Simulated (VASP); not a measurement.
# Al in VASP: relaxation of the atoms with PBE

Aim: the relaxation of the atoms of Al with PBE.

Program: VASP 6.6.1. These are calculated values, not measurements. Logs are shortened: lines on timing, memory, paths and dates and some standing lists are left out, and cuts for length are marked.

## (1) The structure

The cell holds a slab with vacuum, 9 atoms: a = 2.857 Å, b = 2.857 Å, c = 31.160 Å, α = 90.00°, β = 90.00°, γ = 90.00°.

The cell was built by a generator and needn't be a form met in nature.

## (2) Relaxation of the atoms, PBE

INCAR

```
PREC = Accurate
ENCUT = 520
EDIFF = 1E-6
ISMEAR = 1
SIGMA = 0.1
LREAL = False
LASPH = True
NELM = 60
ALGO = Normal
ISIF = 2
LWAVE = False
LCHARG = False
GGA = PE
IBRION = 2
NSW = 30
EDIFFG = -0.02
KPAR = 2
```

KPOINTS

```
Automatic mesh
0
Gamma
  16 16 1
```

POSCAR

```
Al
1.0
    2.8567114000      0.0000000000      0.0000000000
    0.0000000000      2.8567114000      0.0000000000
    0.0000000000      0.0000000000     31.1600000000
Al
9
Direct
    0.0000000000      0.0000000000      0.2406932000
    0.5000000000      0.5000000000      0.3055199000
    0.0000000000      0.0000000000      0.3703466000
    0.5000000000      0.5000000000      0.4351733000
    0.0000000000      0.0000000000      0.5000000000
    0.5000000000      0.5000000000      0.5648267000
    0.0000000000      0.0000000000      0.6296534000
    0.5000000000      0.5000000000      0.6944801000
    0.0000000000      0.0000000000      0.7593068000
```

Potentials or basis: VASP PAW PBE potentials, release 64 (Al).

Started as:

```console
$ cat potpaw_PBE.64/Al/POTCAR > POTCAR
$ mpirun -np 2 vasp_std > vasp.out
```

OUTCAR:

```text
PREC = Accurate
   ENCUT = 520
   EDIFF = 1E-6
   ISMEAR = 1
   LREAL = False
   LASPH = True
   NELM = 60
   ISIF = 2
   GGA = PE
   IBRION = 2
   NSW = 30
   EDIFFG = -0.02

 ion  position               nearest neighbor table
   1  0.000  0.000  0.241-   2 2.86   2 2.86   2 2.86   2 2.86
   2  0.500  0.500  0.306-   1 2.86   3 2.86   1 2.86   3 2.86   1 2.86   3 2.86   1 2.86   3 2.86

   3  0.000  0.000  0.370-   2 2.86   2 2.86   2 2.86   2 2.86   4 2.86   4 2.86   4 2.86   4 2.86

   4  0.500  0.500  0.435-   5 2.86   5 2.86   5 2.86   5 2.86   3 2.86   3 2.86   3 2.86   3 2.86

   5  0.000  0.000  0.500-   4 2.86   6 2.86   4 2.86   6 2.86   4 2.86   6 2.86   4 2.86   6 2.86

   6  0.500  0.500  0.565-   5 2.86   5 2.86   5 2.86   5 2.86   7 2.86   7 2.86   7 2.86   7 2.86

   7  0.000  0.000  0.630-   8 2.86   8 2.86   8 2.86   8 2.86   6 2.86   6 2.86   6 2.86   6 2.86

   8  0.500  0.500  0.694-   7 2.86   9 2.86   7 2.86   9 2.86   7 2.86   9 2.86   7 2.86   9 2.86

   9  0.000  0.000  0.759-   8 2.86   8 2.86   8 2.86   8 2.86

  LATTYP: Found a simple tetragonal cell.
 ALAT       =     2.8567114000
 C/A-ratio  =    10.9076471638

  Lattice vectors:

 A1 = (   2.8567114000,   0.0000000000,   0.0000000000)
 A2 = (   0.0000000000,   2.8567114000,   0.0000000000)
 A3 = (   0.0000000000,   0.0000000000,  31.1600000000)

Analysis of symmetry for initial positions (statically):
=====================================================================
 Subroutine PRICEL returns:
 Original cell was already a primitive cell.

 Routine SETGRP: Setting up the symmetry group for a
 simple tetragonal supercell.

 Subroutine GETGRP returns: Found 16 space group operations
 (whereof 16 operations were pure point group operations)
 out of a pool of 16 trial point group operations.

The static configuration has the point symmetry D_4h.

Analysis of symmetry for dynamics (positions and initial velocities):
=====================================================================
 Subroutine PRICEL returns:
 Original cell was already a primitive cell.

 Routine SETGRP: Setting up the symmetry group for a
 simple tetragonal supercell.

 Subroutine GETGRP returns: Found 16 space group operations
 (whereof 16 operations were pure point group operations)
 out of a pool of 16 trial point group operations.

The dynamic configuration has the point symmetry D_4h.

 Subroutine INISYM returns: Found 16 space group operations
 (whereof 16 operations are pure point group operations),
 and found     1 'primitive' translations

----------------------------------------------------------------------------------------

                                     Primitive cell

  volume of cell :     254.2905

  direct lattice vectors                    reciprocal lattice vectors
     2.856711400  0.000000000  0.000000000     0.350052861  0.000000000  0.000000000
     0.000000000  2.856711400  0.000000000     0.000000000  0.350052861  0.000000000
     0.000000000  0.000000000 31.160000000     0.000000000  0.000000000  0.032092426

  length of vectors
     2.856711400  2.856711400 31.160000000     0.350052861  0.350052861  0.032092426

  position of ions in fractional coordinates (direct lattice)
     0.000000000  0.000000000  0.240693200
     0.500000000  0.500000000  0.305519900
     0.000000000  0.000000000  0.370346600
     0.500000000  0.500000000  0.435173300
     0.000000000  0.000000000  0.500000000
     0.500000000  0.500000000  0.564826700
     0.000000000  0.000000000  0.629653400
     0.500000000  0.500000000  0.694480100
     0.000000000  0.000000000  0.759306800

  ion indices of the primitive-cell ions
   primitive index   ion index
                 1           1
                 2           2
                 3           3
                 4           4
                 5           5
                 6           6
                 7           7
                 8           8
                 9           9

----------------------------------------------------------------------------------------

 KPOINTS: Automatic mesh

Automatic generation of k-mesh.
 Grid dimensions read from file:
 generate k-points for:   16   16    1

 Generating k-lattice:

  Cartesian coordinates                     Fractional coordinates (reciprocal lattice)
     0.021878304  0.000000000  0.000000000     0.062500000  0.000000000  0.000000000
     0.000000000  0.021878304  0.000000000     0.000000000  0.062500000  0.000000000
     0.000000000  0.000000000  0.032092426     0.000000000  0.000000000  1.000000000

  Length of vectors
     0.021878304  0.021878304  0.032092426

  Shift w.r.t. Gamma in fractional coordinates (k-lattice)
     0.000000000  0.000000000  0.000000000

 Subroutine IBZKPT returns following result:
 ===========================================

 Found     45 irreducible k-points:

 Following reciprocal coordinates:
            Coordinates               Weight
  0.000000  0.000000  0.000000      1.000000
  0.062500  0.000000  0.000000      4.000000
  0.125000  0.000000  0.000000      4.000000
  0.187500  0.000000  0.000000      4.000000
  0.250000  0.000000  0.000000      4.000000
  0.312500  0.000000  0.000000      4.000000
[... 16 lines left out ...]
  0.437500  0.125000  0.000000      8.000000
  0.500000  0.125000  0.000000      4.000000
 [... further k-points ...]
   k-points           NKPTS =     45   k-points in BZ     NKDIM =     45   number of bands    NBANDS=     18
   number of dos      NEDOS =    301   number of ions     NIONS =      9
   total plane-waves  NPLWV = 138240
   dimension x,y,z NGX =    24 NGY =   24 NGZ =  240
   dimension x,y,z NGXF=    48 NGYF=   48 NGZF=  480
   ions per type =               9
   NGX,Y,Z   is equivalent  to a cutoff of  13.97, 13.97, 12.80 a.u.
   NGXF,Y,Z  is equivalent  to a cutoff of  27.93, 27.93, 25.61 a.u.
 SYSTEM =  unknown system
   PREC   = accura    normal or accurate (medium, high low for compatibility)
   ISTART =      0    job   : 0-new  1-cont  2-samecut
   ICHARG =      2    charge: 1-file 2-atom 10-const
   ISPIN  =      1    spin polarized calculation?
   LNONCOLLINEAR =      F non collinear calculations
   LSORBIT =      F    spin-orbit coupling
   LASPH  =      T    aspherical Exc in radial PAW
   ENCUT  =  520.0 eV  38.22 Ry    6.18 a.u.   5.31  5.31 57.94*2*pi/ulx,y,z
   NELM   =     60;   NELMIN=  2; NELMDL= -5     # of ELM steps
   EDIFF  = 0.1E-05   stopping-criterion for ELM
   LREAL  =      F    real-space projection
   EDIFFG = -.2E-01   stopping-criterion for IOM
   NSW    =     30    number of steps for IOM
   IBRION =      2    ionic relax: 0-MD 1-quasi-New 2-CG
   NFREE  =      1    steps in history (QN), initial steepest desc. (CG)
   ISIF   =      2    stress and relaxation
   ISYM   =      2    0-nonsym 1-usesym 2-fastsym
   POTIM  = 0.5000    time-step for ionic-motion
   TEBEG  =    0.0;   TEEND  =   0.0 temperature during run
   PSTRESS=    0.0 pullay stress
   NELECT =      27.0000    total number of electrons
   NUPDOWN=      -1.0000    fix difference up-down
   EMIN   =  10.00;   EMAX   =-10.00  energy-range for DOS
   EFERMI =   0.00;   METHOD = LEGACY
   ISMEAR =     1;   SIGMA  =   0.10  broadening in eV -4-tet -1-fermi 0-gaus
   EFERMI_NEDOS =   21; number of points for ismear=-14 and -15
   IALGO  =     38    algorithm
   IMIX   =      4    mixing-type and parameters
     AMIX     =   0.40;   BMIX     =  1.00
     AMIX_MAG =   1.60;   BMIX_MAG =  1.00
  volume/ion in A,a.u.               =      28.25       190.67
  Fermi-wavevector in a.u.,A,eV,Ry     =   0.775210  1.464934  8.176428  0.600951
  Thomas-Fermi vector in A             =   1.877429
   LORBIT       =      0    0 simple, 1 ext, 2 COOP (PROOUT), +10 PAW based schemes
   GGA     = PE    functional components
   LHFCALC =     F    Hartree Fock is set to
   AEXX    =    0.0000 exact exchange contribution
   IVDW    =     0    specifies the selected vdW correction
   LEPSILON=     F    determine dielectric tensor
   LRPA    =     F    only Hartree local field effects (RPA)
 conjugate gradient relaxation of ions
 non-spin polarized calculation
 Methfessel and Paxton  Order N= 1 SIGMA  =   0.10
  energy-cutoff  :      520.00
  volume of cell :      254.29
 maximum number of plane-waves:      6911
 NGX is ok and might be reduce to    24
   NGX = 11   NGY = 11   NGZ =115

--------------------------------------- Ionic step        1  -------------------------------------------

 number of electron      27.0000000 magnetization

 Free energy of the ion-electron system (eV)
  ---------------------------------------------------
  ext. energy  EPLUGINS =         0.00000000
  ---------------------------------------------------
  free energy    TOTEN  =       -32.76756335 eV

  energy without entropy =      -32.76743824  energy(sigma->0) =      -32.76752165

------------------------ aborting loop because EDIFF is reached ----------------------------------------

  FORCE on cell =-STRESS in cart. coord.  units (eV):
  Direction    XX          YY          ZZ          XY          YZ          ZX
  --------------------------------------------------------------------------------------
  -------------------------------------------------------------------------------------
  Total       -1.1851447     -1.1851447     -0.2619157      0.0000000     -0.0000000      0.0000000
  in kB       -7.4670966     -7.4670966     -1.6502202      0.0000000     -0.0000000      0.0000000
  external PRESSURE =      -5.5281378 kB  Pullay stress =       0.0000000 kB
[... 157 lines left out ...]
  energy  without entropy=      -32.7685812604  energy(sigma->0) =      -32.76862503

--------------------------------------- Ionic step        5  -------------------------------------------

 number of electron      27.0000000 magnetization

 Free energy of the ion-electron system (eV)
  ---------------------------------------------------
  ext. energy  EPLUGINS =         0.00000000
  ---------------------------------------------------
  free energy    TOTEN  =       -32.76882006 eV

  energy without entropy =      -32.76877647  energy(sigma->0) =      -32.76880553

 E-fermi :   2.9753     XC(G=0):  -6.5910

 val. band max:        2.9725533950   @ k =   0.4375   0.0000   0.0000
 cond. band min:       2.9820466566   @ k =   0.4375   0.3125   0.0000
 fundamental gap:      0.0094932616
 Fermi energy:         2.9752945953

 k-point     1 :       0.0000    0.0000    0.0000
  band No.  band energies     occupation
      1      -8.0963      2.00000
      2      -7.7582      2.00000
      3      -7.2619      2.00000
      4      -6.5404      2.00000
      5      -5.6441      2.00000
      6      -4.5920      2.00000
[... 10 lines left out ...]
     17       8.4518      0.00000
     18       8.5401      0.00000
[... 466 lines left out ...]
      2      -3.3608      2.00000
      3      -3.0471      2.00000
      4      -3.0204      2.00000
      5      -2.5805      2.00000
      6      -2.5267      2.00000
[... 10 lines left out ...]
     17       3.9381     -0.00000
     18       4.5371     -0.00000

 [... further k-points ...]

------------------------ aborting loop because EDIFF is reached ----------------------------------------

  FORCE on cell =-STRESS in cart. coord.  units (eV):
  Direction    XX          YY          ZZ          XY          YZ          ZX
  --------------------------------------------------------------------------------------
  -------------------------------------------------------------------------------------
  Total       -1.1420039     -1.1420039     -0.3464211      0.0000000     -0.0000000     -0.0000000
  in kB       -7.1952848     -7.1952848     -2.1826535      0.0000000     -0.0000000     -0.0000000
  external PRESSURE =      -5.5244077 kB  Pullay stress =       0.0000000 kB
[... 24 lines left out ...]
  FREE ENERGIE OF THE ION-ELECTRON SYSTEM (eV)
  ---------------------------------------------------
  free  energy   TOTEN  =       -32.7688200607 eV

  energy  without entropy=      -32.7687764734  energy(sigma->0) =      -32.76880553

 reached required accuracy - stopping structural energy minimisation
```

Run time: 4.1 min. Hardware: 2 MPI ranks of AMD EPYC 9R45 (Zen 5), shared host; peak memory 0.44 GiB.

What came out:

| Quantity | Value |
| --- | --- |
| Free energy | -32.7688 eV |
| Energy gained by relaxing | 0.1 meV/atom |
| Ionic steps | 5 |
| Largest force after relaxing | 0.014 eV/Å |

Forces on the atoms (eV/Å):
```
Al   0.000  0.000  0.007
Al   0.000  0.000  0.014
Al   0.000  0.000  0.009
Al   0.000  0.000 -0.004
Al   0.000  0.000  0.000
Al   0.000  0.000  0.004
Al   0.000  0.000 -0.009
Al   0.000  0.000 -0.014
Al   0.000  0.000 -0.007
```

Step by step:
| step | energy change (eV) | largest force (eV/Å) | pressure (GPa) |
| --- | --- | --- | --- |
| 1 | 0.0000 | 0.0700 | -0.55 |
| 2 | -0.0006 | 0.0480 | -0.56 |
| 3 | -0.0010 | 0.0257 | -0.56 |
| 4 | -0.0011 | 0.0215 | -0.56 |
| 5 | -0.0013 | 0.0142 | -0.55 |

Final structure:
```cif
data_structure
_symmetry_space_group_name_H-M 'P 1'
_symmetry_Int_Tables_number 1
_cell_length_a 2.8567
_cell_length_b 2.8567
_cell_length_c 31.1600
_cell_angle_alpha 90.000
_cell_angle_beta 90.000
_cell_angle_gamma 90.000
_cell_volume 254.29
loop_
_atom_site_label
_atom_site_type_symbol
_atom_site_fract_x
_atom_site_fract_y
_atom_site_fract_z
_atom_site_occupancy
Al1 Al 0.00000 0.00000 0.24065 1
Al2 Al 0.50000 0.50000 0.30572 1
Al3 Al 0.00000 0.00000 0.37043 1
Al4 Al 0.50000 0.50000 0.43562 1
Al5 Al 0.00000 0.00000 0.50000 1
Al6 Al 0.50000 0.50000 0.56438 1
Al7 Al 0.00000 0.00000 0.62957 1
Al8 Al 0.50000 0.50000 0.69428 1
Al9 Al 0.00000 0.00000 0.75935 1
```

Caveat: the bands computed are all filled at some k points, so no gap is given.
